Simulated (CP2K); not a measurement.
Runs of CP2K 2026.2 on ZrO2. The structure is cubic, space group Fm-3m (No. 225). The conventional cell has a = 5.090 Å, b = 5.090 Å, c = 5.090 Å, α = 90.00°, β = 90.00°, γ = 90.00°. Around Zr (site symmetry m-3m) lie 8 O at 2.20 Å. Around O (site symmetry -43m) lie 4 Zr at 2.20 Å. Measurements of this composition are mostly on another form, of space group No. 14.

| level | potentials or basis | spin | soc after scf | CUTOFF of the grids | k points reduced by the point group | gap on the mesh (eV) | pressure (GPa) |
| --- | --- | --- | --- | --- | --- | --- | --- |
| PBE | GTH_SOC_POTENTIALS Zr GTH-PBE-q12, O GTH-PBE-q6; DZVP-MOLOPT-SR-GTH basis | SOC, no magnetisation | yes | 600 Ry | - | - | 3.6 |
| r2SCAN | GTH_SOC_POTENTIALS Zr GTH-PBE-q12, O GTH-PBE-q6; DZVP-MOLOPT-SR-GTH basis | SOC, no magnetisation | yes | 900 Ry | - | - | 0.1 |
| r2SCAN | GTH_POTENTIALS Zr GTH-PBE-q12, O GTH-PBE-q6; DZVP-MOLOPT-SR-GTH basis | off | - | 900 Ry | yes | (a) | 0.1 |
| PBE | GTH_POTENTIALS Zr GTH-PBE-q12, O GTH-PBE-q6; DZVP-MOLOPT-SR-GTH basis | off | - | 600 Ry | yes | 3.38 | 3.6 |

Alike in all rows: task band structure; cell as given; k mesh 9 × 9 × 9; smearing fermi-dirac 0.05 eV.

Fill in the values left out.

(a) 3.89.

Caveats: the basis of atomic orbitals isn't converged, which shifts pressures, moduli and gaps; the potentials were made for another functional, which shifts forces and pressure (some runs).

A k mesh can miss the band edges, and rows without SOC leave out spin-orbit coupling on Zr.
